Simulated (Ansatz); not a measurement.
# InGa2P3: one candidate of a structure search, part 2 of 2

Aim: relax a trial structure of InGa2P3 and see where it ends, then test the end with a random kick.

Ansatz 0.2.0; DFT PBE, scalar-relativistic, plane waves, PAW. The steps go on from the part before.

## (5) Random kick, then relaxation

Atoms are moved at random (σ = 0.05 Å a coordinate) and the cell is strained at random (σ = 1.5 % a component).

Contents of input.yaml:

```yaml
crystal:
  lattice:
    - [-0.0365529563, -4.0341697821, 0.0025378317]
    - [7.9505465754, 0.0731059127, 0.004252415]
    - [-1.9648105159, 1.9933779713, 8.2603552379]
  atoms:
    - { symbol: In, position: [-0.004416835, 0.0027018319, 0.003397601] }
    - { symbol: In, position: [0.01805003, 0.5087151813, 0.0008451515] }
    - { symbol: Ga, position: [0.6745489191, 0.3385823987, 0.3424646998] }
    - { symbol: Ga, position: [0.673851621, 0.8254847966, 0.3499180748] }
    - { symbol: Ga, position: [0.3408421243, 0.1696345972, 0.6586614392] }
    - { symbol: Ga, position: [0.303955087, 0.661915319, 0.6596028091] }
    - { symbol: P, position: [0.89598768, 0.1982333422, 0.8224825235] }
    - { symbol: P, position: [0.8943792573, 0.7001796002, 0.8091576316] }
    - { symbol: P, position: [0.2625818928, 0.3726722269, 0.4934724318] }
    - { symbol: P, position: [0.2464176844, 0.8704116931, 0.4980331478] }
    - { symbol: P, position: [0.5928189443, 0.0417873853, 0.1730070735] }
    - { symbol: P, position: [0.6009835949, 0.5596816277, 0.1889574164] }
basis:
  ecutwfc: 420
kpoints:
  mp_grid: { grid: [4, 2, 4] }
hamiltonian:
  xc: pbe
scf:
  occupations: { method: gaussian, width: 0.1 }
  lower_state_search: "off"
output:
  forces: true
  stress: true
  eigenvalues: true
relax:
  adjacent_minimum: "off"
  f_tol: 0.025
  max_steps: 60
  cell: { stress_tol: 0.25 }
```

The run is started by

```console
ansatz run input.yaml --threads 4 --pin off --max-ram 8192MiB --backend cpu --events-out ev --progress --plain --runs-dir out
```

Log:

```text
Warning: RAYON_NUM_THREADS=4 ignored (pool sized by the plan → 4); use --threads N
Engine: ansatz 0.2.0, aarch64-unknown-linux-gnu
Pseudopotentials: kind: paw
Pseudopotential: In, paw, valence charge 13, recommended cutoff 420 eV (normal), In.paw.azcp
Pseudopotential: Ga, paw, valence charge 13, recommended cutoff 420 eV (normal), Ga.paw.azcp
Pseudopotential: P, paw, valence charge 5, recommended cutoff 420 eV (normal), P.paw.azcp
Functional definition: PBE
  parameter kappa = 0.804
  parameter beta = 0.06672455060314922
  exchange = pbe_x(kappa = kappa, mu = beta*pi^2/3)
  correlation = pbe_c(beta = beta)
Crystal: 12 atoms, lattice volume = 264.994 Å³
Basis set: ecut = 420 eV, 5185 PW (Γ), exchange–correlation on 54×108×120 points (8 copies of the dense FFT grid, shifted against one another)
Bands: 66, of which v1, the nominal top of the filled ones, is band 54 counted from 1 (53 counted from 0)
Symmetry: 1 space group operations
Space group: P1 (ITA 1), of the structure as read, at distance tolerance 6.4e-5 Å
k-points: 20 of 32 (time reversal used)
Non-local potential: In, projectors of the file, l = 0: 2, l = 1: 2, l = 2: 2, l = 3: 2
Non-local potential: Ga, projectors of the file, l = 0: 2, l = 1: 2, l = 2: 3, l = 3: 1
Non-local potential: P, projectors of the file, l = 0: 2, l = 1: 2, l = 2: 2
PAW form: soft (Blöchl's): semilocal exchange-correlation on the pseudo side does not see the compensation charge
PAW one-centre angular grid: In, 590 points (default); XC on 64 Gauss nodes
PAW one-centre angular grid: Ga, 590 points (default); XC on 64 Gauss nodes
PAW one-centre angular grid: P, 110 points (default); XC on 64 Gauss nodes
Initial density: superposition of atomic densities (neutral atoms: chi_scale 0, normalization atom), corrected by the library's trained network
Initial wavefunctions: pseudopotential atomic-orbital guess
Functional: x = pbe(κ = 0.804, μ = 0.2195149727645171), c = pbe(β = 0.06672455060314922)
SCF iter   1: F=—  HF=-30865.221770 eV  |F-HF|=—  |Δ(HF+E_count)|=         —  Δρ=1.48e-3  dr2=5.35e-3  ethr=1.77e-3  ⟨swp⟩=8.1  Hψ=5885  notcnv=0
preconditioner: auto → Resta (q_TF=auto, 2.349 Å⁻¹)  ε∞=4.0  [insulator: Δε(μ)=1.011 eV  Ē_g=13.651 eV  σ=0.100 eV  W_gap=1.00  n_scr=58 (ndim 8)  ℏωp=23.7 eV  f_vac=0.014  D(μ)=0.00/eV (n_scr^D=0)  ε∞_Penn≈4.0]
SCF iter   2: F=—  HF=-30865.212476 eV  |F-HF|=—  |Δ(HF+E_count)|=   9.29e-3  Δρ=9.14e-4  dr2=1.84e-3  ethr=4.96e-6  ⟨swp⟩=3.0  Hψ=2847  notcnv=0  defer=6
SCF iter   3: F=—  HF=-30865.212149 eV  |F-HF|=—  |Δ(HF+E_count)|=   3.27e-4  Δρ=4.35e-4  dr2=5.20e-4  ethr=1.71e-6  ⟨swp⟩=2.0  Hψ=1881  notcnv=0  defer=6
SCF iter   4: F=—  HF=-30865.212259 eV  |F-HF|=—  |Δ(HF+E_count)|=   1.10e-4  Δρ=2.02e-4  dr2=1.26e-4  ethr=4.81e-7  ⟨swp⟩=2.4  Hψ=1708  notcnv=0  defer=6
SCF iter   5: F=—  HF=-30865.212310 eV  |F-HF|=—  |Δ(HF+E_count)|=   5.10e-5  Δρ=9.44e-5  dr2=1.70e-5  ethr=1.17e-7  ⟨swp⟩=2.0  Hψ=1662  notcnv=0  defer=6
SCF iter   6: F=—  HF=-30865.212389 eV  |F-HF|=—  |Δ(HF+E_count)|=   7.87e-5  Δρ=2.67e-5  dr2=1.78e-6  ethr=1.57e-8  ⟨swp⟩=2.0  Hψ=2294  notcnv=0  defer=6
SCF iter   7: F=—  HF=-30865.212389 eV  |F-HF|=—  |Δ(HF+E_count)|=   6.66e-7  Δρ=5.76e-6  dr2=7.07e-8  ethr=9.26e-11  ⟨swp⟩=11.2  Hψ=7106  notcnv=0
SCF iter   8: F=-30865.212389 eV  HF=-30865.212389 eV  |F-HF|=1.85e-9  |Δ(HF+E_count)|=  9.82e-10  Δρ=3.25e-6  dr2=1.87e-8  ethr=6.54e-11  ⟨swp⟩=4.2  Hψ=4642  notcnv=0
SCF 1 converged in 8 iterations: F = -30865.212389 eV  dr2 = 1.87e-8
relax step   1: F+E_penalty+E_count = -30865.21238940 eV  Δ(F+E_penalty+E_count) = +0.000e0 eV  max|allowed force component| = 1.532e0 eV/Å  Δτ_max = 0.0000 Å  P = +2.525 GPa  Ω = 264.994 Å³  (8 SCF iters, dr2 threshold 1.00e-7 eV, accepted)
Crystal: 12 atoms, lattice volume = 271.079 Å³
Basis set: ecut = 420 eV, 5283 PW (Γ), exchange–correlation on 54×108×120 points (8 copies of the dense FFT grid, shifted against one another)
Initial density: handed on by an earlier stage of this run
Initial wavefunctions: those handed on with the density
iter 1 solved again at ethr=9.71e-5 eV; its pass at ethr=3.10e-3 eV (dr2=1.05e-1 eV) is discarded
SCF iter   1: F=—  HF=-30865.708313 eV  |F-HF|=—  |Δ(HF+E_count)|=         —  Δρ=7.08e-3  dr2=1.07e-1  ethr=9.71e-5  ⟨swp⟩=2.0  Hψ=8165  notcnv=0
preconditioner: auto → Resta (q_TF=auto, 2.340 Å⁻¹)  ε∞=4.0  [insulator: Δε(μ)=0.965 eV  Ē_g=13.579 eV  σ=0.100 eV  W_gap=1.00  n_scr=58 (ndim 8)  ℏωp=23.4 eV  f_vac=0.017  D(μ)=0.00/eV (n_scr^D=0)  ε∞_Penn≈4.0]
SCF iter   2: F=—  HF=-30865.692455 eV  |F-HF|=—  |Δ(HF+E_count)|=   1.59e-2  Δρ=3.80e-3  dr2=2.87e-2  ethr=9.71e-5  ⟨swp⟩=1.6  Hψ=1471  notcnv=0
SCF iter   3: F=—  HF=-30865.691460 eV  |F-HF|=—  |Δ(HF+E_count)|=   9.95e-4  Δρ=6.14e-4  dr2=1.00e-3  ethr=2.65e-5  ⟨swp⟩=3.0  Hψ=2325  notcnv=0
SCF iter   4: F=—  HF=-30865.691619 eV  |F-HF|=—  |Δ(HF+E_count)|=   1.59e-4  Δρ=3.10e-4  dr2=2.17e-4  ethr=9.28e-7  ⟨swp⟩=2.0  Hψ=2400  notcnv=0
SCF iter   5: F=—  HF=-30865.691521 eV  |F-HF|=—  |Δ(HF+E_count)|=   9.78e-5  Δρ=9.94e-5  dr2=3.16e-5  ethr=2.01e-7  ⟨swp⟩=2.0  Hψ=2400  notcnv=0
SCF iter   6: F=—  HF=-30865.691520 eV  |F-HF|=—  |Δ(HF+E_count)|=   1.75e-6  Δρ=3.67e-5  dr2=4.14e-6  ethr=2.93e-8  ⟨swp⟩=2.0  Hψ=2400  notcnv=0
SCF iter   7: F=-30865.691525 eV  HF=-30865.691525 eV  |F-HF|=2.88e-7  |Δ(HF+E_count)|=   5.62e-6  Δρ=1.06e-5  dr2=4.79e-7  ethr=1.11e-9  ⟨swp⟩=10.1  Hψ=6443  notcnv=0
SCF 2 converged in 7 iterations: F = -30865.691525 eV  dr2 = 4.79e-7
relax step   2: F+E_penalty+E_count = -30865.69152549 eV  Δ(F+E_penalty+E_count) = -4.791e-1 eV  max|allowed force component| = 6.701e-1 eV/Å  Δτ_max = 0.1392 Å  P = +0.258 GPa  Ω = 271.079 Å³  energy of the carried Pulay correction = -1.470e-3 eV  (7 SCF iters, dr2 threshold 1.20e-6 eV, accepted)
Crystal: 12 atoms, lattice volume = 271.817 Å³
Basis set: ecut = 420 eV, 5285 PW (Γ), exchange–correlation on 54×108×120 points (8 copies of the dense FFT grid, shifted against one another)
iter 1 solved again at ethr=1.96e-5 eV; its pass at ethr=3.10e-3 eV (dr2=2.11e-2 eV) is discarded
SCF iter   1: F=—  HF=-30865.752451 eV  |F-HF|=—  |Δ(HF+E_count)|=         —  Δρ=3.82e-3  dr2=2.08e-2  ethr=1.96e-5  ⟨swp⟩=2.0  Hψ=7575  notcnv=0
preconditioner: auto → Resta (q_TF=auto, 2.339 Å⁻¹)  ε∞=4.0  [insulator: Δε(μ)=0.986 eV  Ē_g=13.569 eV  σ=0.100 eV  W_gap=1.00  n_scr=58 (ndim 8)  ℏωp=23.4 eV  f_vac=0.015  D(μ)=0.00/eV (n_scr^D=0)  ε∞_Penn≈4.0]
SCF iter   2: F=—  HF=-30865.749173 eV  |F-HF|=—  |Δ(HF+E_count)|=   3.28e-3  Δρ=1.90e-3  dr2=5.00e-3  ethr=1.92e-5  ⟨swp⟩=2.1  Hψ=2399  notcnv=0
SCF iter   3: F=—  HF=-30865.748836 eV  |F-HF|=—  |Δ(HF+E_count)|=   3.37e-4  Δρ=2.75e-4  dr2=2.29e-4  ethr=4.63e-6  ⟨swp⟩=2.0  Hψ=2242  notcnv=0
SCF iter   4: F=—  HF=-30865.748911 eV  |F-HF|=—  |Δ(HF+E_count)|=   7.46e-5  Δρ=1.30e-4  dr2=4.28e-5  ethr=2.12e-7  ⟨swp⟩=2.0  Hψ=2408  notcnv=0
SCF iter   5: F=—  HF=-30865.748886 eV  |F-HF|=—  |Δ(HF+E_count)|=   2.46e-5  Δρ=4.43e-5  dr2=5.89e-6  ethr=3.96e-8  ⟨swp⟩=2.0  Hψ=2397  notcnv=0
SCF iter   6: F=-30865.748888 eV  HF=-30865.748888 eV  |F-HF|=8.21e-7  |Δ(HF+E_count)|=   1.49e-6  Δρ=1.63e-5  dr2=1.01e-6  ethr=1.11e-9  ⟨swp⟩=10.2  Hψ=7047  notcnv=0
SCF 3 converged in 6 iterations: F = -30865.748888 eV  dr2 = 1.01e-6
relax step   3: F+E_penalty+E_count = -30865.74888835 eV  Δ(F+E_penalty+E_count) = -5.736e-2 eV  max|allowed force component| = 6.363e-2 eV/Å  Δτ_max = 0.0792 Å  P = +0.040 GPa  Ω = 271.817 Å³  energy of the carried Pulay correction = -1.646e-3 eV  (6 SCF iters, dr2 threshold 1.20e-6 eV, accepted)
Crystal: 12 atoms, lattice volume = 271.974 Å³
iter 1 solved again at ethr=7.94e-7 eV; its pass at ethr=3.10e-3 eV (dr2=8.58e-4 eV) is discarded
SCF iter   1: F=—  HF=-30865.751068 eV  |F-HF|=—  |Δ(HF+E_count)|=         —  Δρ=8.39e-4  dr2=9.15e-4  ethr=7.94e-7  ⟨swp⟩=3.0  Hψ=6674  notcnv=0
preconditioner: auto → Resta (q_TF=auto, 2.339 Å⁻¹)  ε∞=4.0  [insulator: Δε(μ)=0.985 eV  Ē_g=13.562 eV  σ=0.100 eV  W_gap=1.00  n_scr=62 (ndim 8)  ℏωp=23.4 eV  f_vac=0.015  D(μ)=0.00/eV (n_scr^D=0)  ε∞_Penn≈4.0]
SCF iter   2: F=—  HF=-30865.750950 eV  |F-HF|=—  |Δ(HF+E_count)|=   1.18e-4  Δρ=4.39e-4  dr2=2.77e-4  ethr=7.94e-7  ⟨swp⟩=1.2  Hψ=1330  notcnv=0
SCF iter   3: F=—  HF=-30865.750923 eV  |F-HF|=—  |Δ(HF+E_count)|=   2.75e-5  Δρ=4.50e-5  dr2=5.85e-6  ethr=2.56e-7  ⟨swp⟩=2.6  Hψ=2204  notcnv=0
SCF iter   4: F=—  HF=-30865.750971 eV  |F-HF|=—  |Δ(HF+E_count)|=   4.85e-5  Δρ=2.07e-5  dr2=9.83e-7  ethr=5.42e-9  ⟨swp⟩=2.0  Hψ=2464  notcnv=0
SCF iter   5: F=-30865.750971 eV  HF=-30865.750971 eV  |F-HF|=1.32e-8  |Δ(HF+E_count)|=   3.66e-7  Δρ=8.71e-6  dr2=2.03e-7  ethr=2.34e-10  ⟨swp⟩=8.9  Hψ=6888  notcnv=0
SCF 4 converged in 5 iterations: F = -30865.750971 eV  dr2 = 2.03e-7
relax step   4: F+E_penalty+E_count = -30865.75097063 eV  Δ(F+E_penalty+E_count) = -2.082e-3 eV  max|allowed force component| = 1.812e-3 eV/Å  Δτ_max = 0.0123 Å  P = -0.003 GPa  Ω = 271.974 Å³  energy of the carried Pulay correction = -1.684e-3 eV  (5 SCF iters, dr2 threshold 2.53e-7 eV, accepted)
Initial wavefunctions: pseudopotential atomic-orbital guess (no wavefunctions were taken with the density)
iter 1 solved again at ethr=8.65e-7 eV; its pass at ethr=3.10e-3 eV (dr2=9.34e-4 eV) is discarded
SCF iter   1: F=—  HF=-30865.745797 eV  |F-HF|=—  |Δ(HF+E_count)|=         —  Δρ=3.35e-4  dr2=7.89e-6  ethr=8.65e-7  ⟨swp⟩=3.6  Hψ=8755  notcnv=0
preconditioner: auto → Resta (q_TF=auto, 2.339 Å⁻¹)  ε∞=4.0  [insulator: Δε(μ)=0.986 eV  Ē_g=13.562 eV  σ=0.100 eV  W_gap=1.00  n_scr=62 (ndim 8)  ℏωp=23.4 eV  f_vac=0.015  D(μ)=0.00/eV (n_scr^D=0)  ε∞_Penn≈4.0]
SCF iter   2: F=—  HF=-30865.751024 eV  |F-HF|=—  |Δ(HF+E_count)|=   5.23e-3  Δρ=1.70e-4  dr2=2.24e-6  ethr=7.31e-9  ⟨swp⟩=2.1  Hψ=2444  notcnv=0
SCF iter   3: F=—  HF=-30865.752751 eV  |F-HF|=—  |Δ(HF+E_count)|=   1.73e-3  Δρ=2.46e-5  dr2=1.44e-7  ethr=2.07e-9  ⟨swp⟩=2.1  Hψ=2439  notcnv=0
SCF iter   4: F=—  HF=-30865.752785 eV  |F-HF|=—  |Δ(HF+E_count)|=   3.46e-5  Δρ=2.60e-6  dr2=1.74e-8  ethr=1.33e-10  ⟨swp⟩=2.0  Hψ=2430  notcnv=0
SCF iter   5: F=—  HF=-30865.752785 eV  |F-HF|=—  |Δ(HF+E_count)|=   4.40e-8  Δρ=1.05e-6  dr2=4.85e-9  ethr=2.78e-12  ⟨swp⟩=8.6  Hψ=5806  notcnv=0
SCF iter   6: F=-30865.752785 eV  HF=-30865.752785 eV  |F-HF|=2.60e-9  |Δ(HF+E_count)|=   4.99e-9  Δρ=4.00e-7  dr2=7.39e-10  ethr=2.78e-12  ⟨swp⟩=4.7  Hψ=4084  notcnv=0
SCF 5 converged in 6 iterations: F = -30865.752785 eV  dr2 = 7.39e-10
relax step   5: F+E_penalty+E_count = -30865.75278526 eV  Δ(F+E_penalty+E_count) = -1.815e-3 eV  max|allowed force component| = 1.810e-3 eV/Å  Δτ_max = 0.0000 Å  P = -0.001 GPa  Ω = 271.974 Å³  stress off target by 9.24e-3 GPa  SCF on the basis re-selected at this cell (its energy is not comparable with the rows above)  (6 SCF iters)
basis re-selected at this cell: Δ(F+E_penalty+E_count) = -1.815e-3 eV, ΔP = +0.002 GPa vs the last step (what re-selecting the basis moved, of the pressure what is left beyond the Pulay correction that the steps carried, after the strain that the cell walked since its last selection, with what the two solves' SCF thresholds leave and, on support functions, any second-order correction that the steps lacked; it is no measure of the basis error at this ecutwfc). This SCF's stress stands 9.24e-3 GPa from its target on what of the cell is left free (relax.cell.stress_tol is 2.50e-1 GPa) and its largest allowed force component is 1.81e-3 eV/Å (relax.f_tol is 2.50e-2 eV/Å): within both
SCF converged after 6 iterations
Free energy (F): -30865.752785 eV
Harris-Foulkes:  -30865.752785 eV  (|F-HF|=2.60e-9)
Internal energy: -30865.752785 eV  (E = F + TS)
E sigma→0 (E₀):  -30865.752785 eV
Fermi energy:    7.165394 eV
--- Per-component energies (eV) ---
  E_band       = -374.924732
  E_kinetic    = 1366.270004
  E_local      = -11808.726223  (includes V_loc(G=0)·N_el)
  E_nonlocal   = 2638.739416
  E_hartree    = 5262.372483
  E_xc         = -1072.791215
  E_vxc        = -791.212246  (∫ρ·V_xc dr)
  E_paw        = -19686.032529  (= ΣΔE_a)
  E_vpaw       = -2304.741111  (= ΣTr[D̂ρ^β])
  E_aug_tail   = -0.000352  (compensation charges beyond the density's cutoff)
  E_ewald      = -7565.584370
  E_smearing   = -0.000000  (= −TS)
  E_closure    = -0.000000  (closes the sum)
  Σ components = -30865.752785   (vs F -30865.752785, Δ=0.00e0)
--- Forces (eV/Å), atoms counted from 1 ---
  atom   1  In     0.00065747    -0.00117386    -0.00027332
  atom   2  In     0.00110974     0.00071940     0.00021230
  atom   3  Ga     0.00061791    -0.00080452    -0.00161981
  atom   4  Ga     0.00130559    -0.00063265    -0.00011827
  atom   5  Ga    -0.00153124     0.00097193     0.00135812
  atom   6  Ga    -0.00181027     0.00129911     0.00008149
  atom   7  P      0.00111766     0.00031912    -0.00108245
  atom   8  P     -0.00061573    -0.00059687    -0.00135510
  atom   9  P     -0.00049017    -0.00059208     0.00069271
  atom  10  P     -0.00017568     0.00028964     0.00005721
  atom  11  P      0.00007566    -0.00039907     0.00066691
  atom  12  P     -0.00026204     0.00060061     0.00138122
  max |Σ_I F_I| component: 1.10e-6 eV/Å
--- Stress (GPa, compression-positive) ---
        0.000739      -0.004231      -0.000237
       -0.004231      -0.007350       0.001248
       -0.000237       0.001248       0.003925
  P = ⅓ Tr σ = -0.0009 GPa (-0.009 kbar)
--- Band table (eV; the first three rows and the last of 20) ---
  k-point 0: bands = ["-7.9511", "-7.9401", "-7.9212", "-7.9051", "-7.8948", "-7.8763", "-7.8762", "-7.8638", "-7.8597", "-7.8525", "-7.8465", "-7.8465", "-7.8326", "-7.8171", "-7.8102", "-7.8091", "-7.7897", "-7.7862", "-7.7859", "-7.7749", "-7.5964", "-7.5579", "-7.5023", "-7.4381", "-7.4380", "-7.4338", "-7.3676", "-7.3653", "-7.3405", "-7.3350", "-5.2791", "-3.7461", "-3.6789", "-3.5204", "-3.5023", "-3.3352", "0.4840", "1.0369", "1.4366", "1.8682", "1.9027", "4.0484", "4.2426", "4.3252", "4.3260", "4.8064", "4.8072", "5.2997", "5.3235", "5.6578", "5.9981", "6.5939", "6.6683", "6.6692", "7.6551", "8.0372", "8.3564", "8.4531", "9.0518", "9.4244", "9.6427", "9.7628", "10.6205", "10.6214", "10.6490", "11.0266"]
  k-point 1: bands = ["-7.9528", "-7.9401", "-7.9212", "-7.9026", "-7.8948", "-7.8757", "-7.8756", "-7.8638", "-7.8597", "-7.8525", "-7.8472", "-7.8471", "-7.8329", "-7.8168", "-7.8102", "-7.8091", "-7.7897", "-7.7862", "-7.7858", "-7.7749", "-7.5983", "-7.5579", "-7.5023", "-7.4380", "-7.4379", "-7.4338", "-7.3672", "-7.3653", "-7.3405", "-7.3350", "-5.1796", "-4.2780", "-3.6814", "-3.4954", "-3.3400", "-2.9620", "0.6057", "0.7716", "0.8762", "1.6362", "3.0960", "3.6197", "4.1780", "4.1788", "5.0622", "5.1221", "5.1229", "5.1396", "5.2989", "5.3244", "5.6710", "5.9980", "6.4022", "6.4031", "8.1583", "8.4462", "8.4855", "8.6177", "8.7250", "9.2486", "9.6896", "9.9844", "10.4504", "11.0098", "11.0108", "11.0375"]
  k-point 2: bands = ["-7.9544", "-7.9401", "-7.9212", "-7.9002", "-7.8948", "-7.8751", "-7.8750", "-7.8638", "-7.8597", "-7.8525", "-7.8479", "-7.8479", "-7.8332", "-7.8165", "-7.8102", "-7.8091", "-7.7897", "-7.7862", "-7.7857", "-7.7750", "-7.6003", "-7.5579", "-7.5023", "-7.4379", "-7.4378", "-7.4338", "-7.3668", "-7.3653", "-7.3405", "-7.3350", "-4.9935", "-4.6480", "-3.6789", "-3.5023", "-3.3352", "-2.6286", "0.4223", "0.4840", "1.0371", "1.4365", "4.0481", "4.0880", "4.0889", "4.2429", "4.3612", "4.3966", "5.2996", "5.3236", "5.5334", "5.5341", "5.6578", "5.9930", "5.9937", "5.9981", "8.0374", "8.2568", "8.3857", "9.0513", "9.3410", "9.5646", "9.6427", "9.8453", "10.1153", "11.0266", "11.3520", "11.4728"]
  k-point 19: bands = ["-7.9537", "-7.9536", "-7.9259", "-7.9259", "-7.9088", "-7.9087", "-7.8479", "-7.8479", "-7.8469", "-7.8469", "-7.8399", "-7.8399", "-7.8105", "-7.8105", "-7.8097", "-7.8096", "-7.7935", "-7.7935", "-7.7919", "-7.7918", "-7.5435", "-7.5434", "-7.5044", "-7.5042", "-7.4190", "-7.4189", "-7.3827", "-7.3825", "-7.3296", "-7.3294", "-3.3135", "-3.3132", "-3.1237", "-3.1235", "-2.9909", "-2.9906", "0.5646", "0.5647", "0.7748", "0.7755", "1.4147", "1.4151", "3.5714", "3.5723", "3.7309", "3.7313", "3.9468", "3.9476", "4.4973", "4.4979", "4.8548", "4.8549", "4.9689", "4.9692", "9.0254", "9.0260", "9.4312", "9.4315", "9.6322", "9.6332", "10.3346", "10.3359", "11.1235", "11.1243", "11.3172", "11.3200"]
--- Relaxed structure (4 steps of the walk, 4 accepted, 1 SCFs on fresh bases) ---
  F+E_penalty+E_count = -30865.75278526 eV   max|allowed force component| = 1.810e-3 eV/Å   (the final SCF, on the basis selected at the relaxed cell)
  cell:  # Å, volume = 271.9742 Å³
    - [-0.0002786371537167068, -4.009367305457543, 7.085653964987622e-6]
    - [8.018120712712186, 0.0005546831018352027, -1.651968303163255e-5]
    - [-2.0043442581352564, 2.0044554665309686, 8.460174189525807]
  atoms:
    - { symbol: In, position: [-0.0002091591856882708, -1.3686310521648338e-5, 5.104752810938235e-5] }
    - { symbol: In, position: [0.00016702313918826161, 0.4999090893255197, -3.909091068018977e-5] }
    - { symbol: Ga, position: [0.6708638283568469, 0.33549592408862744, 0.3419885983182739] }
    - { symbol: Ga, position: [0.6709516061139129, 0.8354166187751808, 0.3419258877173132] }
    - { symbol: Ga, position: [0.32915230017121533, 0.16456693345416992, 0.6580091288132058] }
    - { symbol: Ga, position: [0.32909048662174917, 0.6646297376500583, 0.6580881679279689] }
    - { symbol: P, position: [0.9073394105599497, 0.20353548178794287, 0.8144297212961352] }
    - { symbol: P, position: [0.9072563984916986, 0.7036253172254807, 0.8144964905940262] }
    - { symbol: P, position: [0.2498994248913243, 0.3750915144751919, 0.5000159523750005] }
    - { symbol: P, position: [0.25000394907702317, 0.8750297095953012, 0.49996957356598615] }
    - { symbol: P, position: [0.5925791566477518, 0.046383475079081714, 0.18557228580538537] }
    - { symbol: P, position: [0.5929055752150286, 0.5463298849539664, 0.18549223696927572] }
```

It took 52 s on 4 threads of Arm Neoverse V2, shared host; peak memory 0.86 GiB.

The steps of the relaxation:

```
step  E - E(step 1) (eV/cell)  largest force component (eV/Å)  pressure (GPa)  volume (Å³)
   1                   0.0000                          1.5319            2.53       264.99
   2                  -0.4791                          0.6701            0.26       271.08
   3                  -0.5365                          0.0636            0.04       271.82
   4                  -0.5386                          0.0018            0.00       271.97
   5                  -0.5404                          0.0018            0.00       271.97
```

Step 1 is the start. Step 5 repeats the geometry before it on a plane-wave basis chosen anew for that cell, so its energy need not be comparable with the rows above.

|  | before | after | change |
| --- | --- | --- | --- |
| a (Å) | 4.034 | 4.009 | -0.6 % |
| b (Å) | 7.951 | 8.018 | +0.8 % |
| c (Å) | 8.722 | 8.922 | +2.3 % |
| α (°) | 102.87 | 102.98 | +0.1 % |
| β (°) | 103.06 | 102.98 | -0.1 % |
| γ (°) | 91.05 | 90.01 | -1.1 % |
| volume (Å³/atom) | 22.08 | 22.66 | +2.6 % |
| shortest distance (Å) | 2.235 | 2.402 | +7.5 % |
| space group (0.01 Å) | P1 | I-4m2 | changed |

Change from the reference: -0.6 meV/atom, +0.2 % in volume. At a tolerance of 0.1 Å, which suits this loose relaxation, its space group is I-4m2.

## (6) Results

This closing draws on all 2 parts.

| quantity | value |
| --- | --- |
| symmetry at the end (tolerance 0.02 Å) | space group I-4m2 (No. 119) |
| conventional cell | a = 3.989 Å, b = 3.989 Å, c = 17.069 Å, α = 90.00°, β = 90.00°, γ = 90.00° |
| volume | 22.63 Å³/atom |
| energy over the elements, black P | -0.35 eV/atom |
| gap on the mesh | 0.99 eV |

What this shows: The space group I-4m2 (No. 119) is kept, at nearly the size of the first guess. It lies below the elements, which doesn't yet make it stable: competing phases were not computed in this session. It survived the kick, though modes of other wave vectors, which need another repeat, weren't probed.

Spin-orbit coupling is left out, though the cell holds In; it can move the gap.
